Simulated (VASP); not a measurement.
# LiCl (F-43m) in VASP: further runs, part 2 of 2

VASP 6.6.1. Earlier steps stand in the parts before.

**4. Relaxation of cell and atoms, PBE**

This run uses another cell than the first one, of 20.74 Å³/atom, 0.989 times its volume.

Input file INCAR:

```
SYSTEM = LiCl
PREC     = Accurate       ! precision mode
ENCUT    = 600            ! plane-wave cutoff, eV
EDIFF    = 1E-6           ! SCF threshold, eV
ISMEAR   = 0              ! smearing method
SIGMA    = 0.02           ! smearing width, eV
LREAL    = .FALSE.        ! projectors in reciprocal space
LASPH    = .TRUE.         ! aspherical terms in the spheres
NELM     = 60             ! most SCF steps
ALGO     = Normal         ! electronic algorithm
ISIF     = 3              ! what is computed and relaxed
LWAVE    = .FALSE.        ! write WAVECAR
LCHARG   = .FALSE.        ! write CHGCAR
GGA      = PE             ! functional
IBRION   = 2              ! ionic algorithm
NSW      = 100            ! ionic steps
EDIFFG   = -0.01          ! ionic threshold
```

Input file KPOINTS:

```
Automatic mesh
0
G
  8 8 8
  0 0 0
```

Input file POSCAR:

```
LiCl
1.0
    0.0000000000      2.7476584004      2.7476584004
    2.7476584004      0.0000000000      2.7476584004
    2.7476584004      2.7476584004      0.0000000000
Li Cl
1 1
Direct
    0.7500000000      0.7500000000      0.7500000000
    0.5000000000      0.5000000000      0.5000000000
```

Potentials or basis: VASP PAW PBE potentials, release 64 (Li_sv, Cl).

On the command line:

```sh
$ cat potpaw_PBE.64/Li_sv/POTCAR potpaw_PBE.64/Cl/POTCAR > POTCAR
$ mpirun -np 1 vasp_std > vasp.out
```

OUTCAR:

```text
SYSTEM = LiCl
   PREC = Accurate
   ENCUT = 600
   EDIFF = 1E-6
   ISMEAR = 0
   LREAL = .FALSE.
   LASPH = .TRUE.
   NELM = 60
   ISIF = 3
   GGA = PE
   IBRION = 2
   NSW = 100
   EDIFFG = -0.01

 ion  position               nearest neighbor table
   1  0.750  0.750  0.750-   2 2.38   2 2.38   2 2.38   2 2.38
   2  0.500  0.500  0.500-   1 2.38   1 2.38   1 2.38   1 2.38

  LATTYP: Found a face centered cubic cell.
 ALAT       =     5.4953168008

  Lattice vectors:

 A1 = (   0.0000000000,   2.7476584004,   2.7476584004)
 A2 = (   2.7476584004,   0.0000000000,   2.7476584004)
 A3 = (   2.7476584004,   2.7476584004,   0.0000000000)

Analysis of symmetry for initial positions (statically):
=====================================================================
 Subroutine PRICEL returns:
 Original cell was already a primitive cell.

 Routine SETGRP: Setting up the symmetry group for a
 face centered cubic supercell.

 Subroutine GETGRP returns: Found 24 space group operations
 (whereof 24 operations were pure point group operations)
 out of a pool of 48 trial point group operations.

The static configuration has the point symmetry T_d .

Analysis of symmetry for dynamics (positions and initial velocities):
=====================================================================
 Subroutine PRICEL returns:
 Original cell was already a primitive cell.

 Routine SETGRP: Setting up the symmetry group for a
 face centered cubic supercell.

 Subroutine GETGRP returns: Found 24 space group operations
 (whereof 24 operations were pure point group operations)
 out of a pool of 48 trial point group operations.

The dynamic configuration has the point symmetry T_d .

 Subroutine INISYM returns: Found 24 space group operations
 (whereof 24 operations are pure point group operations),
 and found     1 'primitive' translations

----------------------------------------------------------------------------------------

                                     Primitive cell

  volume of cell :      41.4876

  direct lattice vectors                    reciprocal lattice vectors
     0.000000000  2.747658400  2.747658400    -0.181973130  0.181973130  0.181973130
     2.747658400  0.000000000  2.747658400     0.181973130 -0.181973130  0.181973130
     2.747658400  2.747658400  0.000000000     0.181973130  0.181973130 -0.181973130

  length of vectors
     3.885775775  3.885775775  3.885775775     0.315186707  0.315186707  0.315186707

  position of ions in fractional coordinates (direct lattice)
     0.750000000  0.750000000  0.750000000
     0.500000000  0.500000000  0.500000000

  ion indices of the primitive-cell ions
   primitive index   ion index
                 1           1
                 2           2

----------------------------------------------------------------------------------------

 KPOINTS: Automatic mesh

Automatic generation of k-mesh.
 Grid dimensions read from file:
 generate k-points for:    8    8    8

 Generating k-lattice:

[... 48 lines left out ...]
   ions per type =               1   1
   NGX,Y,Z   is equivalent  to a cutoff of  13.69, 13.69, 13.69 a.u.
   NGXF,Y,Z  is equivalent  to a cutoff of  27.38, 27.38, 27.38 a.u.
 SYSTEM =  LiCl
   PREC   = accura    normal or accurate (medium, high low for compatibility)
   ISTART =      0    job   : 0-new  1-cont  2-samecut
   ICHARG =      2    charge: 1-file 2-atom 10-const
   ISPIN  =      1    spin polarized calculation?
   LNONCOLLINEAR =      F non collinear calculations
   LSORBIT =      F    spin-orbit coupling
   LASPH  =      T    aspherical Exc in radial PAW
   ENCUT  =  600.0 eV  44.10 Ry    6.64 a.u.   7.76  7.76  7.76*2*pi/ulx,y,z
   NELM   =     60;   NELMIN=  2; NELMDL= -5     # of ELM steps
   EDIFF  = 0.1E-05   stopping-criterion for ELM
   LREAL  =      F    real-space projection
   EDIFFG = -.1E-01   stopping-criterion for IOM
   NSW    =    100    number of steps for IOM
   IBRION =      2    ionic relax: 0-MD 1-quasi-New 2-CG
   NFREE  =      1    steps in history (QN), initial steepest desc. (CG)
   ISIF   =      3    stress and relaxation
   ISYM   =      2    0-nonsym 1-usesym 2-fastsym
   POTIM  = 0.5000    time-step for ionic-motion
   TEBEG  =    0.0;   TEEND  =   0.0 temperature during run
   PSTRESS=    0.0 pullay stress
   NELECT =      10.0000    total number of electrons
   NUPDOWN=      -1.0000    fix difference up-down
   EMIN   =  10.00;   EMAX   =-10.00  energy-range for DOS
   EFERMI =   0.00;   METHOD = LEGACY
   ISMEAR =     0;   SIGMA  =   0.02  broadening in eV -4-tet -1-fermi 0-gaus
   EFERMI_NEDOS =   21; number of points for ismear=-14 and -15
   IALGO  =     38    algorithm
   IMIX   =      4    mixing-type and parameters
     AMIX     =   0.40;   BMIX     =  1.00
     AMIX_MAG =   1.60;   BMIX_MAG =  1.00
  volume/ion in A,a.u.               =      20.74       139.99
  Fermi-wavevector in a.u.,A,eV,Ry     =   1.018831  1.925311 14.123070  1.038016
  Thomas-Fermi vector in A             =   2.152311
   LORBIT       =      0    0 simple, 1 ext, 2 COOP (PROOUT), +10 PAW based schemes
   GGA     = PE    functional components
   LHFCALC =     F    Hartree Fock is set to
   AEXX    =    0.0000 exact exchange contribution
   IVDW    =     0    specifies the selected vdW correction
   LEPSILON=     F    determine dielectric tensor
   LRPA    =     F    only Hartree local field effects (RPA)
 conjugate gradient relaxation of ions
 non-spin polarized calculation
 Gauss-broadening in eV      SIGMA  =   0.02
  energy-cutoff  :      600.00
  volume of cell :       41.49
 maximum number of plane-waves:      1411
   NGX = 15   NGY = 15   NGZ = 15

--------------------------------------- Ionic step        1  -------------------------------------------

 number of electron      10.0000007 magnetization

 Free energy of the ion-electron system (eV)
  ---------------------------------------------------
  ext. energy  EPLUGINS =         0.00000000
  ---------------------------------------------------
  free energy    TOTEN  =        -7.42719355 eV

  energy without entropy =       -7.42719355  energy(sigma->0) =       -7.42719355

------------------------ aborting loop because EDIFF is reached ----------------------------------------

  FORCE on cell =-STRESS in cart. coord.  units (eV):
  Direction    XX          YY          ZZ          XY          YZ          ZX
  --------------------------------------------------------------------------------------
  -------------------------------------------------------------------------------------
  Total        0.0525259      0.0525259      0.0525259      0.0000000      0.0000000      0.0000000
  in kB        2.0284578      2.0284578      2.0284578      0.0000000      0.0000000      0.0000000
  external PRESSURE =       2.0284578 kB  Pullay stress =       0.0000000 kB
[... 59 lines left out ...]
--------------------------------------- Ionic step        3  -------------------------------------------

 number of electron      10.0000008 magnetization

 Free energy of the ion-electron system (eV)
  ---------------------------------------------------
  ext. energy  EPLUGINS =         0.00000000
  ---------------------------------------------------
  free energy    TOTEN  =        -7.42741142 eV

  energy without entropy =       -7.42741142  energy(sigma->0) =       -7.42741142

 E-fermi :  -1.1912     XC(G=0):  -7.6326

 val. band max:       -1.2780550948   @ k =   0.0000   0.0000   0.0000
 cond. band min:       4.6932419071   @ k =   0.0000   0.0000   0.0000
 fundamental gap:      5.9712970019
 Fermi energy:        -1.1912437643

 k-point     1 :       0.0000    0.0000    0.0000
  band No.  band energies     occupation
      1     -44.1724      2.00000
      2     -13.9592      2.00000
      3      -1.2781      2.00000
      4      -1.2781      2.00000
      5      -1.2781      2.00000
      6       4.6932      0.00000
      7       8.8692      0.00000
      8       8.8693      0.00000
      9       8.8693      0.00000
[... 265 lines left out ...]
 k-point    24 :      -0.3750    0.2500    0.1250
  band No.  band energies     occupation
      1     -44.1707      2.00000
      2     -13.6362      2.00000
      3      -2.9991      2.00000
      4      -2.0537      2.00000
      5      -1.7695      2.00000
      6       7.5214      0.00000
      7       7.9169      0.00000
      8      10.1251      0.00000
      9      10.2656      0.00000

 [... further k-points ...]

------------------------ aborting loop because EDIFF is reached ----------------------------------------

  FORCE on cell =-STRESS in cart. coord.  units (eV):
  Direction    XX          YY          ZZ          XY          YZ          ZX
  --------------------------------------------------------------------------------------
  -------------------------------------------------------------------------------------
  Total        0.0003011      0.0003011      0.0003011      0.0000000      0.0000000     -0.0000000
  in kB        0.0115349      0.0115349      0.0115349      0.0000000      0.0000000     -0.0000000
  external PRESSURE =       0.0115349 kB  Pullay stress =       0.0000000 kB
[... 17 lines left out ...]
  FREE ENERGIE OF THE ION-ELECTRON SYSTEM (eV)
  ---------------------------------------------------
  free  energy   TOTEN  =        -7.4274114224 eV

  energy  without entropy=       -7.4274114224  energy(sigma->0) =       -7.42741142

 reached required accuracy - stopping structural energy minimisation
```

Run time: 11 s. Hardware: 1 thread of Intel Xeon 6975P-C (Granite Rapids), shared host; peak memory 0.17 GiB.

Results:

- Free energy: -7.4274 eV
- Relaxed volume: 20.91 Å³/atom
- Relaxed cell: a = 3.896 Å, b = 3.896 Å, c = 3.896 Å, α = 60.00°, β = 60.00°, γ = 60.00°
- Space group after relaxing (to 0.05 Å): F-43m (No. 216)
- Energy gained by relaxing: 0.1 meV/atom
- Ionic steps: 3
- Pressure after relaxing: 0.0 GPa
- Band gap on the k mesh: 5.97 eV, direct

Step by step:
```
step  energy change (eV)  largest force (eV/Å)  pressure (GPa)  volume (Å³)
   1              0.0000                0.0000            0.20        41.49
   2             -0.0002                0.0000            0.11        41.65
   3             -0.0002                0.0000            0.00        41.83
```

Final structure:
```cif
data_structure
_symmetry_space_group_name_H-M 'P 1'
_symmetry_Int_Tables_number 1
_cell_length_a 3.8963
_cell_length_b 3.8963
_cell_length_c 3.8963
_cell_angle_alpha 60.000
_cell_angle_beta 60.000
_cell_angle_gamma 60.000
_cell_volume 41.83
loop_
_atom_site_label
_atom_site_type_symbol
_atom_site_fract_x
_atom_site_fract_y
_atom_site_fract_z
_atom_site_occupancy
Li1 Li 0.75000 0.75000 0.75000 1
Cl1 Cl 0.50000 0.50000 0.50000 1
```

Caveat: the cutoff is under 1.25 times the usual one of these potentials, so pressure, stress and relaxed cells hold a basis-set (Pulay) error. A k mesh can miss the band edges.

**5. Single point, PBE**

This run uses another cell than the first one: it holds 4 atoms, not 2.

Input file INCAR:

```
PREC = Accurate
ENCUT = 520
EDIFF = 1E-6
ISMEAR = 0
SIGMA = 0.1
LREAL = False
LASPH = True
NELM = 100
ALGO = Fast
ISIF = 2
LWAVE = False
LCHARG = True
GGA = PE
LELF = True
LVHAR = True
NBANDS = 18
```

Input file KPOINTS:

```
Automatic mesh
0
Gamma
  6 6 6
```

Input file POSCAR:

```
LiCl
1.0
   -2.7529815933      0.0037161896     -2.7814838592
   -2.7502418271     -2.7439335005      0.0011461569
   -5.5031055944      2.7457516992      2.7744839912
Li Cl
2 2
Direct
    0.8737207223      0.8743011305      0.3748869824
    0.3752376860      0.3761787552      0.8749024861
    0.2500673050      0.2489203949      0.2500754397
    0.7509742867      0.7505997195      0.7501350916
```

On the command line:

```sh
$ cat potpaw_PBE.64/Li_sv/POTCAR potpaw_PBE.64/Cl/POTCAR > POTCAR
$ mpirun -np 1 vasp_std > vasp.out
```

Wall time 1.9 min (1 thread of Intel Xeon 6975P-C (Granite Rapids), shared host); peak memory 0.28 GiB.

The run converged. Its results:

* Free energy: -14.8549 eV
* Largest force: 0.007 eV/Å
* Band gap on the k mesh: 5.95 eV

Forces on the atoms (eV/Å):
```
Li  -0.005  0.001 -0.005
Li   0.001  0.003 -0.001
Cl   0.001 -0.002  0.004
Cl   0.003 -0.001  0.002
```

Levels at points of the mesh, in eV from the valence-band top:
| k point | band 6 | band 7 | band 8 | band 9 | band 10 | band 11 | band 12 | band 13 | band 14 | band 15 |
| --- | --- | --- | --- | --- | --- | --- | --- | --- | --- | --- |
| (0.00, 0.00, 0.00) | -0.31 | -0.27 | -0.03 | -0.01 | 0.00 | 5.95 | 8.28 | 10.11 | 10.14 | 10.14 |
| (0.50, 0.00, 0.00) | -1.60 | -0.82 | -0.82 | -0.54 | -0.54 | 7.90 | 7.91 | 9.97 | 9.98 | 11.29 |
| (0.00, 0.50, 0.00) | -1.61 | -0.81 | -0.80 | -0.58 | -0.58 | 7.87 | 7.88 | 9.95 | 9.97 | 11.33 |
| (0.50, 0.50, 0.00) | -1.58 | -0.83 | -0.81 | -0.31 | -0.27 | 6.64 | 8.28 | 9.61 | 10.25 | 10.35 |
| (0.00, 0.00, 0.50) | -1.10 | -0.18 | -0.17 | -0.14 | -0.14 | 7.21 | 7.21 | 10.37 | 10.38 | 10.48 |
| (0.50, 0.00, 0.50) | -1.61 | -0.79 | -0.78 | -0.30 | -0.26 | 6.66 | 8.28 | 9.65 | 10.27 | 10.36 |
| (0.00, 0.50, 0.50) | -1.58 | -0.84 | -0.82 | -0.31 | -0.27 | 6.64 | 8.28 | 9.60 | 10.25 | 10.35 |
| (0.50, 0.50, 0.50) | -1.60 | -0.81 | -0.80 | -0.58 | -0.58 | 7.88 | 7.88 | 9.95 | 9.97 | 11.33 |

Caveat: the cutoff is under 1.25 times the usual one of these potentials, so pressure, stress and relaxed cells hold a basis-set (Pulay) error. A k mesh can miss the band edges.

**6. Summary**

```tsv
task	cell	k mesh	cutoff (eV)	smearing	gap on the mesh (eV)
single point	F-43m, 20.97 Å³/atom	8 × 8 × 8	520	gaussian 0.02 eV	5.96
relaxation of cell and atoms	relaxed	8 × 8 × 8	600	gaussian 0.02 eV	5.97
single point	cell x2, atoms moved at random (sigma 0.05 Å) and cell strained at random (1.5 %), then relaxed without symmetry	6 × 6 × 6	520	gaussian 0.1 eV	5.95
```

Alike in all rows: level PBE; potentials or basis VASP PAW PBE potentials, release 64 (Li_sv, Cl); no spin polarisation.

Caveats: the cutoff is under 1.25 times the usual one of these potentials, so pressure, stress and relaxed cells hold a basis-set (Pulay) error.

Absolute energies hang on the potentials; compare differences alone.
